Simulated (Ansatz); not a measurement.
An Ansatz input and the part of its output that reports the observables at the nuclei.

The cell is a structure deposited in the COD, relaxed with PBE at fixed cell and then changed (z compressed by 1 %, ions relaxed).

```yaml
crystal:
  lattice:
    - [0.0, 2.09503, 2.0740797]
    - [2.09503, 0.0, 2.0740797]
    - [2.09503, 2.09503, 0.0]
  atoms:
    - { symbol: Ni, position: [0.0, 0.0, 0.0], spin: 2.0 }
    - { symbol: O, position: [0.5, 0.5, 0.5] }
magnetization:
  spin_polarized: true
kpoints:
  mp_grid: { grid: [19, 19, 19] }
scf:
  occupations: { method: fermi_dirac, width: 0.05 }
hamiltonian:
  xc: pbe
  pseudopotentials: { kind: paw }
output:
  forces: true
  stress: true
  populations: true
  efg:
    quadrupole_moments_barn: { Ni: 0.162, O: -0.02558 }
    contact_densities: true
  write_density: true
  write_potential: true
  elf: true
  volumetric_format: npy
relax:
  f_tol: 0.02
  max_steps: 60
```

```sh
ansatz run input.yaml --threads 1 --pin off --max-ram 3072MiB --backend cpu --events-out ev --progress --plain --runs-dir out
```

The run relaxes the ions first, and the block belongs to the relaxed positions.

Of the output, the block on the nuclei alone is shown; the set-up, the SCF iterations, energies, forces and stress are cut. One atom of each set with nearly equal values is shown.

```
--- PAW observables at the nuclei: V_zz in 10²¹ V/m², potentials from the cell's mean, atoms counted from 1 ---
  atom   1  Ni V_zz =    -0.124859   η = 0.0000   by run symmetry: allowed   C_q = -0.4891 MHz
            electrostatic potential = -3572.059387 V   contact ρ = 130386.189584 e/Å³   contact ρ_s (e/Å³): all electrons -0.886079, valence +3.238015
  atom   2  O  V_zz =    +0.237433   η = 0.0000   by run symmetry: allowed   C_q = -0.1469 MHz
            electrostatic potential = -627.641373 V   contact ρ = 2157.801212 e/Å³   contact ρ_s (e/Å³): all electrons +2.720605, valence +3.085471
```

The relaxation (1 step) took 48 s of wall time (46 s of CPU time) and 0.68 GiB at its peak, on 1 thread of Intel Xeon Platinum 8259CL CPU @ 2.50GHz (Skylake/Cascade Lake) (x86_64; 16 cores open to the job, memory cap 3.0 GiB, no GPU), a shared host with a load of 0.6 a core.

The run finds no gap above 0.1 eV (a metal, or nearly one), so the gradients can move by 10 % or more with the k-mesh. Semilocal functionals can leave a metal where correlation in the d or f shell opens a gap in the real compound, and that would change the values at and beside Ni. With these PAW files V_zz is typically within 2 to 3 % of all-electron values, but misses above 10 % occur on Ni. At this changed cell the PBE pressure is 5 GPa. Measured NiO orders antiferromagnetically, but in this run all moments are parallel, as the start or the cell imposes: fields and spin densities carried over to other atoms belong to this order alone, and gaps, moments and gradients can differ too.
